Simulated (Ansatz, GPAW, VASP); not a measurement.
**Fe: programs and potentials compared**

```xyz
1
Lattice="-1.4430 1.4430 1.4430 1.4430 -1.4430 1.4430 1.4430 1.4430 -1.4430" Properties=species:S:1:pos:R:3 pbc="T T T"
Fe    0.0000    0.0000    0.0000
```

Alike in all runs: task single point; functional PBE; k mesh 13 × 13 × 13; occupations gaussian, width 0.026 eV; collinear spin, ferromagnetic start; no spin-orbit coupling. Pressure is positive in compression and, in plane waves, holds the error of the finite cutoff.

| program and potentials | plane-wave cutoff (eV) | notes | pressure (GPa) | net moment per atom (μB) |
| --- | --- | --- | --- | --- |
| GPAW, GPAW PAW data sets (gpaw-data 1.2.1) | 600 | - | -7.92 | 2.25 |
| Ansatz, all-electron LAPW, scalar-relativistic | - | - | ? | ? |
| VASP, PBE PAW files Fe, 520 eV | 520 | - | -9.56 | 2.28 |

Estimate from the other rows what the run with Ansatz, all-electron LAPW, scalar-relativistic gave.

Pressure -9.75 GPa; net moment per atom 2.24 μB. The other rows, which needn't bracket it: pressure -9.56 to -7.92; net moment per atom 2.25 to 2.28.
